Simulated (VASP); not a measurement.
# CdO (Monteponite) (Fm-3m) in VASP: notebook

The runs below take CdO (Monteponite) through single point, with HSE06, LDA, PBE, r2SCAN, SCAN.

Everything below comes from runs of VASP 6.6.1. Logs are shortened: lines on timing, memory, paths and dates and some standing lists are left out, and cuts for length are marked.

## (1) The structure

The structure is cubic, space group Fm-3m (No. 225). The conventional cell has a = 4.695 Å, b = 4.695 Å, c = 4.695 Å, α = 90.00°, β = 90.00°, γ = 90.00°. Cd (site symmetry m-3m) is surrounded by 6 O at 2.35 Å. O (site symmetry m-3m) has 6 Cd at 2.35 Å as nearest neighbours.

## (2) Single point, HSE06

POSCAR

```
CdO
1.0
    0.0000000000      2.3476500000      2.3476500000
    2.3476500000      0.0000000000      2.3476500000
    2.3476500000      2.3476500000      0.0000000000
Cd O
1 1
Direct
    0.0000000000      0.0000000000      0.0000000000
    0.5000000000      0.5000000000      0.5000000000
```

INCAR.step1

```
  ALGO = Normal
  EDIFF = 1E-5
  ENCUT = 520
  GGA = PE
  ISIF = 2
  ISMEAR = 0
  LASPH = T
  LCHARG = F
  LREAL = F
  LWAVE = T
  NELM = 100
  PREC = Accurate
  SIGMA = 0.02
```

INCAR.step2

```
  ALGO = Normal
  EDIFF = 1E-7
  ENCUT = 520
  GGA = PE
  HFSCREEN = 0.2
  ISIF = 2
  ISMEAR = 0
  ISTART = 1
  LASPH = T
  LCHARG = F
  LHFCALC = T
  LREAL = F
  LWAVE = F
  NELM = 100
  PREC = Accurate
  PRECFOCK = Fast
  SIGMA = 0.02
```

KPOINTS

```
k-points
0
Gamma
  4 4 4
```

Potentials or basis: VASP PAW PBE potentials, release 64 (Cd, O).

Started as:

```console
$ cat potpaw_PBE.64/Cd/POTCAR potpaw_PBE.64/O/POTCAR > POTCAR
$ cp INCAR.step1 INCAR
$ mpirun -np 1 vasp_std > vasp.out
$ cp INCAR.step2 INCAR
$ mpirun -np 1 vasp_std > vasp.out
```

OUTCAR:

```text
EDIFF = 1E-7
   ENCUT = 520
   GGA = PE
   HFSCREEN = 0.2
   ISIF = 2
   ISMEAR = 0
   ISTART = 1
   LASPH = T
   LHFCALC = T
   LREAL = F
   NELM = 100
   PREC = Accurate
   PRECFOCK = Fast

 ion  position               nearest neighbor table
   1  0.000  0.000  0.000-   2 2.35   2 2.35   2 2.35   2 2.35   2 2.35   2 2.35
   2  0.500  0.500  0.500-   1 2.35   1 2.35   1 2.35   1 2.35   1 2.35   1 2.35

  LATTYP: Found a face centered cubic cell.
 ALAT       =     4.6953000000

  Lattice vectors:

 A1 = (   0.0000000000,   2.3476500000,   2.3476500000)
 A2 = (   2.3476500000,   0.0000000000,   2.3476500000)
 A3 = (   2.3476500000,   2.3476500000,   0.0000000000)

Analysis of symmetry for initial positions (statically):
=====================================================================
 Subroutine PRICEL returns:
 Original cell was already a primitive cell.

 Routine SETGRP: Setting up the symmetry group for a
 face centered cubic supercell.

 Subroutine GETGRP returns: Found 48 space group operations
 (whereof 48 operations were pure point group operations)
 out of a pool of 48 trial point group operations.

The static configuration has the point symmetry O_h .

Analysis of symmetry for dynamics (positions and initial velocities):
=====================================================================
 Subroutine PRICEL returns:
 Original cell was already a primitive cell.

 Routine SETGRP: Setting up the symmetry group for a
 face centered cubic supercell.

 Subroutine GETGRP returns: Found 48 space group operations
 (whereof 48 operations were pure point group operations)
 out of a pool of 48 trial point group operations.

The dynamic configuration has the point symmetry O_h .

 Subroutine INISYM returns: Found 48 space group operations
 (whereof 48 operations are pure point group operations),
 and found     1 'primitive' translations

----------------------------------------------------------------------------------------

                                     Primitive cell

  volume of cell :      25.8780

  direct lattice vectors                    reciprocal lattice vectors
     0.000000000  2.347650000  2.347650000    -0.212978936  0.212978936  0.212978936
     2.347650000  0.000000000  2.347650000     0.212978936 -0.212978936  0.212978936
     2.347650000  2.347650000  0.000000000     0.212978936  0.212978936 -0.212978936

  length of vectors
     3.320078470  3.320078470  3.320078470     0.368890339  0.368890339  0.368890339

  position of ions in fractional coordinates (direct lattice)
     0.000000000  0.000000000  0.000000000
     0.500000000  0.500000000  0.500000000

  ion indices of the primitive-cell ions
   primitive index   ion index
                 1           1
                 2           2

----------------------------------------------------------------------------------------

 KPOINTS: k-points

Automatic generation of k-mesh.
 Grid dimensions read from file:
 generate k-points for:    4    4    4

 Generating k-lattice:

  Cartesian coordinates                     Fractional coordinates (reciprocal lattice)
    -0.053244734  0.053244734  0.053244734     0.250000000  0.000000000  0.000000000
     0.053244734 -0.053244734  0.053244734     0.000000000  0.250000000  0.000000000
     0.053244734  0.053244734 -0.053244734     0.000000000  0.000000000  0.250000000

  Length of vectors
     0.092222585  0.092222585  0.092222585

  Shift w.r.t. Gamma in fractional coordinates (k-lattice)
     0.000000000  0.000000000  0.000000000

 Subroutine IBZKPT returns following result:
 ===========================================

 Found      8 irreducible k-points:

 Following reciprocal coordinates:
            Coordinates               Weight
  0.000000  0.000000  0.000000      1.000000
  0.250000  0.000000  0.000000      8.000000
  0.500000  0.000000  0.000000      4.000000
  0.250000  0.250000  0.000000      6.000000
  0.500000  0.250000  0.000000     24.000000
 -0.250000  0.250000  0.000000     12.000000
  0.500000  0.500000  0.000000      3.000000
 -0.250000  0.500000  0.250000      6.000000
   k-points           NKPTS =      8   k-points in BZ     NKDIM =     64   number of bands    NBANDS=     13
   number of dos      NEDOS =    301   number of ions     NIONS =      2
   total plane-waves  NPLWV =  21952
   dimension x,y,z NGX =    28 NGY =   28 NGZ =   28
   dimension x,y,z NGXF=    56 NGYF=   56 NGZF=   56
   ions per type =               1   1
   NGX,Y,Z   is equivalent  to a cutoff of  14.02, 14.02, 14.02 a.u.
   NGXF,Y,Z  is equivalent  to a cutoff of  28.04, 28.04, 28.04 a.u.
 SYSTEM =  unknown system
   PREC   = accura    normal or accurate (medium, high low for compatibility)
   ISTART =      1    job   : 0-new  1-cont  2-samecut
   ICHARG =      0    charge: 1-file 2-atom 10-const
   ISPIN  =      1    spin polarized calculation?
   LNONCOLLINEAR =      F non collinear calculations
   LSORBIT =      F    spin-orbit coupling
   LASPH  =      T    aspherical Exc in radial PAW
   ENCUT  =  520.0 eV  38.22 Ry    6.18 a.u.   6.17  6.17  6.17*2*pi/ulx,y,z
   NELM   =    100;   NELMIN=  2; NELMDL=  0     # of ELM steps
   EDIFF  = 0.1E-06   stopping-criterion for ELM
   LREAL  =      F    real-space projection
   EDIFFG = 0.1E-05   stopping-criterion for IOM
   NSW    =      0    number of steps for IOM
   IBRION =     -1    ionic relax: 0-MD 1-quasi-New 2-CG
   NFREE  =      0    steps in history (QN), initial steepest desc. (CG)
   ISIF   =      2    stress and relaxation
   ISYM   =      3    0-nonsym 1-usesym 2-fastsym
   POTIM  = 0.5000    time-step for ionic-motion
   TEBEG  =    0.0;   TEEND  =   0.0 temperature during run
   PSTRESS=    0.0 pullay stress
   NELECT =      18.0000    total number of electrons
   NUPDOWN=      -1.0000    fix difference up-down
   EMIN   =  10.00;   EMAX   =-10.00  energy-range for DOS
   EFERMI =   0.00;   METHOD = LEGACY
   ISMEAR =     0;   SIGMA  =   0.02  broadening in eV -4-tet -1-fermi 0-gaus
   EFERMI_NEDOS =   21; number of points for ismear=-14 and -15
   IALGO  =     38    algorithm
   IMIX   =      1    mixing-type and parameters
     AMIX     =   0.40;   BMIX     =  1.00
     AMIX_MAG =   1.60;   BMIX_MAG =  1.00
  volume/ion in A,a.u.               =      12.94        87.32
  Fermi-wavevector in a.u.,A,eV,Ry     =   1.450515  2.741076 28.626585  2.103995
  Thomas-Fermi vector in A             =   2.568118
   LORBIT       =      0    0 simple, 1 ext, 2 COOP (PROOUT), +10 PAW based schemes
   GGA     = PE    functional components
   LHFCALC =     T    Hartree Fock is set to
   PRECFOCK=fast      Normal, Fast or Accurate (Low or Medium for compatibility)
   ENCUT4O =  -1.0   cutoff for four orbital integrals eV
   NKREDX  =     1    reduce k-point grid by
   NKREDY  =     1    reduce k-point grid by
   NKREDZ  =     1    reduce k-point grid by
   AEXX    =    0.2500 exact exchange contribution
   HFSCREEN=    0.2000 screening length (either q_TF or 0.3 A-1)
   HFSCREENC=   0.2000 screening length for correlation (either q_TF or 0.3 A-1)
   ENCUTFOCK=  -1.0 apply spherical cutoff to Coloumb kernel
   IVDW    =     0    specifies the selected vdW correction
   LEPSILON=     F    determine dielectric tensor
   LRPA    =     F    only Hartree local field effects (RPA)
 non-spin polarized calculation
 Gauss-broadening in eV      SIGMA  =   0.02
  energy-cutoff  :      520.00
  volume of cell :       25.88
 maximum number of plane-waves:       725
 NGX is ok and might be reduce to    28
  NGX = 14; NGY = 14; NGZ = 14

 number of electron      18.0000003 magnetization

 Free energy of the ion-electron system (eV)
  ---------------------------------------------------
  ext. energy  EPLUGINS =         0.00000000
  ---------------------------------------------------
  free energy    TOTEN  =        -9.99430672 eV

  energy without entropy =       -9.99430672  energy(sigma->0) =       -9.99430672

 E-fermi :   1.1191     XC(G=0):  -9.5509

 val. band max:        1.0279440986   @ k =   0.5000   0.0000   0.0000
 cond. band min:       1.9629096313   @ k =   0.0000   0.0000   0.0000
 fundamental gap:      0.9349655328
 Fermi energy:         1.1191054648

 k-point     1 :       0.0000    0.0000    0.0000
  band No.  band energies     occupation
      1     -17.9421      2.00000
      2      -6.5029      2.00000
      3      -6.5029      2.00000
      4      -6.5029      2.00000
      5      -6.2445      2.00000
      6      -6.2445      2.00000
      7      -0.3356      2.00000
      8      -0.3356      2.00000
      9      -0.3356      2.00000
     10       1.9629      0.00000
     11      17.6062      0.00000
     12      19.8340      0.00000
     13      19.8340      0.00000

 k-point     2 :       0.2500    0.0000    0.0000
  band No.  band energies     occupation
      1     -17.5460      2.00000
      2      -6.8035      2.00000
      3      -6.7615      2.00000
      4      -6.7615      2.00000
      5      -6.2042      2.00000
      6      -6.2042      2.00000
      7      -2.5097      2.00000
      8       0.3662      2.00000
      9       0.3663      2.00000
     10       5.0817      0.00000
     11      13.0651      0.00000
     12      16.8772      0.00000
     13      16.8772      0.00000

 k-point     3 :       0.5000    0.0000    0.0000
  band No.  band energies     occupation
      1     -17.1054      2.00000
      2      -7.3893      2.00000
      3      -7.1508      2.00000
      4      -7.1508      2.00000
      5      -5.9494      2.00000
      6      -5.9494      2.00000
      7      -3.1067      2.00000
      8       1.0279      2.00000
      9       1.0279      2.00000
     10       6.9384      0.00000
     11      10.4189      0.00000
     12      14.8202      0.00000
     13      14.8202      0.00000
[... 49 lines left out ...]
 k-point     7 :       0.5000    0.5000    0.0000
  band No.  band energies     occupation
      1     -17.2680      2.00000
      2      -6.9592      2.00000
      3      -5.9750      2.00000
      4      -5.8008      2.00000
      5      -5.8008      2.00000
      6      -5.5005      2.00000
      7      -3.5830      2.00000
      8      -1.4183      2.00000
      9      -1.4183      2.00000
     10       6.6668      0.00000
     11      11.5212      0.00000
     12      13.7424      0.00000
     13      16.5778      0.00000

 k-point     8 :      -0.2500    0.5000    0.2500
  band No.  band energies     occupation
      1     -17.1587      2.00000
      2      -6.7315      2.00000
      3      -6.6063      2.00000
      4      -6.6063      2.00000
      5      -5.8006      2.00000
      6      -5.6162      2.00000
      7      -2.1931      2.00000
      8      -2.1930      2.00000
      9      -0.9039      2.00000
     10       8.9225      0.00000
     11      11.7839      0.00000
     12      11.7839      0.00000
     13      13.6489      0.00000

------------------------ aborting loop because EDIFF is reached ----------------------------------------

  FORCE on cell =-STRESS in cart. coord.  units (eV):
  Direction    XX          YY          ZZ          XY          YZ          ZX
  --------------------------------------------------------------------------------------
  -------------------------------------------------------------------------------------
  Total        0.4237586      0.4237586      0.4237586     -0.0000000      0.0000000     -0.0000000
  in kB       26.2360868     26.2360868     26.2360868     -0.0000000      0.0000000     -0.0000000
  external PRESSURE =      26.2360868 kB  Pullay stress =       0.0000000 kB

 VOLUME and BASIS-vectors are now :
 -----------------------------------------------------------------------------
  energy-cutoff  :      520.00
  volume of cell :       25.88
      direct lattice vectors                 reciprocal lattice vectors
     0.000000000  2.347650000  2.347650000    -0.212978936  0.212978936  0.212978936
     2.347650000  0.000000000  2.347650000     0.212978936 -0.212978936  0.212978936
     2.347650000  2.347650000  0.000000000     0.212978936  0.212978936 -0.212978936

 POSITION                                       TOTAL-FORCE (eV/Angst)
 -----------------------------------------------------------------------------------
      0.00000      0.00000      0.00000        -0.000000     -0.000000     -0.000000
      2.34765      2.34765      2.34765         0.000000      0.000000      0.000000
 -----------------------------------------------------------------------------------
    total drift:                               -0.000004     -0.000024     -0.000033

  FREE ENERGIE OF THE ION-ELECTRON SYSTEM (eV)
  ---------------------------------------------------
  free  energy   TOTEN  =        -9.9943067171 eV

  energy  without entropy=       -9.9943067171  energy(sigma->0) =       -9.99430672
```

Run time: 2.2 min. Hardware: 1 thread of Intel Xeon Platinum 8559C (Emerald Rapids), shared host; peak memory 0.25 GiB.

What came out:

- Free energy: -9.9943 eV
- Pressure: 2.6 GPa
- Band gap on the k mesh: 0.94 eV, indirect (least direct gap 2.30 eV)

Levels at points of the mesh, in eV from the valence-band top:
| k point | band 5 | band 6 | band 7 | band 8 | band 9 | band 10 | band 11 | band 12 | band 13 |
| --- | --- | --- | --- | --- | --- | --- | --- | --- | --- |
| (0.00, 0.00, 0.00) | -7.27 | -7.27 | -1.36 | -1.36 | -1.36 | 0.94 | 16.58 | 18.81 | 18.81 |
| (0.50, 0.00, 0.00) | -6.98 | -6.98 | -4.13 | 0.00 | 0.00 | 5.91 | 9.39 | 13.79 | 13.79 |
| (0.50, 0.50, 0.00) | -6.83 | -6.53 | -4.61 | -2.45 | -2.45 | 5.64 | 10.49 | 12.71 | 15.55 |

Caveat: the k mesh is coarse (spacing up to 0.58 Å⁻¹), so the values aren't converged, least of all with exact exchange; the PAW data sets were made with another functional, which shifts forces and pressure a little. A k mesh can miss the band edges.

## (3) Single point, LDA

INCAR

```
SYSTEM = CdO
PREC = Accurate ; ENCUT = 520
EDIFF = 1E-7 ; ISMEAR = 0
SIGMA = 0.02 ; LREAL = .False.
LASPH = .True. ; NELM = 100
ALGO = Fast ; ISIF = 2
LWAVE = .False. ; LCHARG = .True.
LELF = .True. ; LVHAR = .True.
```

KPOINTS

```
Automatic mesh
0
Gamma
  8 8 8
  0 0 0
```

POSCAR is that of step 2.

Potentials or basis: VASP PAW LDA potentials, release 64 (Cd, O).

Started as:

```console
$ cat potpaw_LDA.64/Cd/POTCAR potpaw_LDA.64/O/POTCAR > POTCAR
$ mpirun -np 1 vasp_std > vasp.out
```

Run time: 13 s. Hardware: 1 thread of Intel Xeon Platinum 8259CL at 2.50GHz (Skylake/Cascade Lake), shared host; peak memory 0.14 GiB.

It converged, with:

| Item | Value |
| --- | --- |
| Free energy | -9.3332 eV |
| Pressure | -4.0 GPa |
| Band gap on the k mesh | none (metal or under the smearing width) |

Levels at points of the mesh, in eV from the Fermi level:
```
           k point  band 7  band 8  band 9  band 10  band 11  band 12
(0.00, 0.00, 0.00)   -1.40   -1.40   -1.40    -0.52    14.79    16.87
(0.50, 0.00, 0.00)   -3.88   -0.02   -0.02     4.27     7.16    11.69
(0.50, 0.50, 0.00)   -4.47   -2.40   -2.40     3.65     8.38    11.09
```

Caveat: this crystal is a semiconductor, whose small gap the functional closes, so the metal is an error of the method.

[end of part 1 of 2]
